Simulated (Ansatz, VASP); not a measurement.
# ZrSi6: VASP beside Ansatz

```xyz
7
Lattice="7.2100 0.0000 0.0000 -3.6050 6.2440 0.0000 0.0000 0.0000 2.6923" Properties=species:S:1:pos:R:3 pbc="T T T"
Zr    0.0000    0.0000    0.0000
Si   -1.2413    4.8793    0.0000
Si    0.0000    2.7293    0.0000
Si    1.2413    4.8793    0.0000
Si    4.8463    1.3647    0.0000
Si    3.6050    3.5147    0.0000
Si    2.3637    1.3647    0.0000
```

Alike in both runs: functional PBE; k mesh 3 × 3 × 6; occupations gaussian, width 0.1 eV; no spin polarisation.

Ansatz relaxed the structure, and its values are those at the end. VASP's run is a single point on that final structure, the one shown.

|  | VASP | Ansatz |
| --- | --- | --- |
| version | VASP 6.6.1 | Ansatz 0.2.0 |
| potentials or method | VASP PAW PBE potentials, release 64 (Zr_sv, Si) | scalar-relativistic, plane waves, PAW |
| plane-wave cutoff (eV) | 520 | 420 |
| valence electrons in the cell | 36 | 36 |

```tsv
	VASP	Ansatz	Ansatz less VASP
gap on the k mesh at the Fermi level (eV)	none	none	-
pressure (GPa)	0.0	0.0	+0.01
```

A gap of «none» marks a metal or a gap that the smearing closes.

Caveats: the k mesh is coarse (spacing up to 0.39 Å⁻¹), so the values aren't converged.
